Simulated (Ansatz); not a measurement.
Energy landscape near a SiC structure

Level of theory: DFT PBE, scalar-relativistic, plane waves, PAW in Ansatz 0.2.0.

Cutoff 420 eV; k points 12×12×6 on the computed 4-atom cell (Γ-centred); Gaussian smearing, width 0.02 eV; no spin polarisation.

Reference cell:

```
Si C
1.0
     3.07600    0.00000    0.00000
    -1.53800    2.66389    0.00000
     0.00000    0.00000    5.04800
Si C
2 2
Direct
  0.33333 0.66667 0.00000
  0.66667 0.33334 0.50000
  0.33333 0.66667 0.38500
  0.66667 0.33333 0.88500
```

Each variant moves atoms of this cell by the vectors given, if any (Å), and then applies a symmetric strain (tensor components, Cartesian axes). The reference cell isn't relaxed at this level. Energies are per atom at zero smearing, counted from the lowest variant. Pressure is positive in compression.

1. strain (xx yy zz yz xz xy, %) -0.82 0.33 -0.24 0.48 -0.28 -1.00; moves: Si1 (-0.037, 0.100, 0.101); Si2 (-0.068, 0.082, 0.101); C3 (0.013, -0.114, -0.101); C4 (0.092, -0.068, -0.101)
2. no strain; moves: Si1 (0.225, 0.000, 0.000)
3. strain (xx yy zz yz xz xy, %) 2.65 1.33 3.02 0.00 -0.18 0.00; moves: Si1 (0.081, 0.305, -0.092); Si2 (0.081, -0.305, -0.092); C3 (-0.081, 0.046, 0.092); C4 (-0.081, -0.046, 0.092)
4. strain (xx yy zz yz xz xy, %) -2.91 -1.00 -1.82 0.17 0.05 -0.60; moves: Si1 (-0.010, 0.025, 0.047); Si2 (-0.082, 0.100, 0.029); C3 (0.048, -0.089, 0.002); C4 (0.044, -0.036, -0.078)
5. strain (xx yy zz yz xz xy, %) 3.50 3.50 2.00 0.00 0.00 0.00; moves: Si1 (0.000, 0.000, 0.030); Si2 (0.000, 0.000, 0.030); C3 (0.000, 0.000, -0.030); C4 (0.000, 0.000, -0.030)
6. strain (xx yy zz yz xz xy, %) 1.73 1.73 7.73 0.00 0.00 0.00; moves: Si1 (0.000, 0.000, 0.250); Si2 (0.000, 0.000, 0.250); C3 (0.000, 0.000, -0.250); C4 (0.000, 0.000, -0.250)
7. strain (xx yy zz yz xz xy, %) -2.38 -2.38 6.62 0.00 0.00 0.00; moves: Si1 (0.000, 0.000, -0.150); Si2 (0.000, 0.000, -0.150); C3 (0.000, 0.000, 0.150); C4 (0.000, 0.000, 0.150)

| result | ΔE (meV/atom) | P (GPa) | largest force (eV/Å) | gap on mesh (eV) |
| --- | --- | --- | --- | --- |
| A | 359.7 | 19.80 | 1.92 | 1.96 |
| B | 0.0 | -13.39 | 0.32 | 2.38 |
| C | 111.9 | 7.29 | 5.59 | 1.94 |
| D | 1258.4 | 25.42 | 15.08 | 1.03 |
| E | 194.3 | 23.45 | 6.21 | 1.60 |
| F | 247.3 | 12.36 | 3.88 | 0.83 |
| G | 1259.9 | 8.15 | 13.27 | 0 |

Q: Which variant gave which result?

A: A is 7, B is 5, C is 2, D is 3, E is 4, F is 1, G is 6.

The smearing is narrow for a metal on this mesh.